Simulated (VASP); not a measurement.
HfN:

```xyz
2
Lattice="0.0000 2.2560 2.2560 2.2560 0.0000 2.2560 2.2560 2.2560 0.0000" Properties=species:S:1:pos:R:3 pbc="T T T"
Hf   -0.0486    0.0514    0.0156
N     2.4714    2.1731    2.1692
```

The cell isn't the ideal one: atoms moved at random, drawn with an rms of 0.1 Å.

- Program: VASP 6.6.1
- Task: relaxation of cell and atoms
- Functional: PBE
- Dispersion: D4
- Potentials or basis: VASP PAW PBE potentials, release 64 (Hf_pv, N)
- Cutoff: 600 eV
- k mesh: 10 × 10 × 10
- Occupations: fermi-dirac, width 0.1 eV
- Spin: no spin polarisation

At the start: pressure 12.6 GPa; volume 11.48 Å³/atom.

Q: Where does the relaxation end?

A: Over 12 steps the energy falls by 290.1 meV/atom and the volume is 11.46 Å³/atom (-0.2 %); space group Fm-3m (No. 225, to 0.05 Å).

The path:
| step | energy change (eV) | largest force (eV/Å) | pressure (GPa) | volume (Å³) |
| --- | --- | --- | --- | --- |
| 1 | 0.0000 | 3.7823 | 12.57 | 22.96 |
| 2 | -0.2103 | 0.2038 | -24.17 | 26.04 |
| 3 | -0.4064 | 0.9953 | -14.14 | 24.54 |
| 4 | -0.5129 | 0.7610 | 12.69 | 22.03 |
| 5 | -0.5611 | 0.0471 | 1.30 | 22.84 |
| 6 | -0.5759 | 0.1432 | -0.18 | 22.94 |
| 7 | -0.5794 | 0.0924 | -0.04 | 22.91 |
| 8 | -0.5794 | 0.0906 | -0.01 | 22.91 |
| 9 | -0.5801 | 0.0065 | 0.02 | 22.91 |
| 10 | -0.5801 | 0.0125 | 0.03 | 22.91 |
| 11 | -0.5801 | 0.0145 | 0.03 | 22.91 |
| 12 | -0.5801 | 0.0027 | -0.04 | 22.91 |

Final structure:
```cif
data_structure
_symmetry_space_group_name_H-M 'P 1'
_symmetry_Int_Tables_number 1
_cell_length_a 3.1881
_cell_length_b 3.1884
_cell_length_c 3.1884
_cell_angle_alpha 59.999
_cell_angle_beta 59.988
_cell_angle_gamma 59.983
_cell_volume 22.91
loop_
_atom_site_label
_atom_site_type_symbol
_atom_site_fract_x
_atom_site_fract_y
_atom_site_fract_z
_atom_site_occupancy
Hf1 Hf 0.97019 0.01405 0.02286 1
N1 N 0.47008 0.51411 0.52291 1
```

Caveat: pairwise dispersion overbinds metals, which lowers pressure and volume.
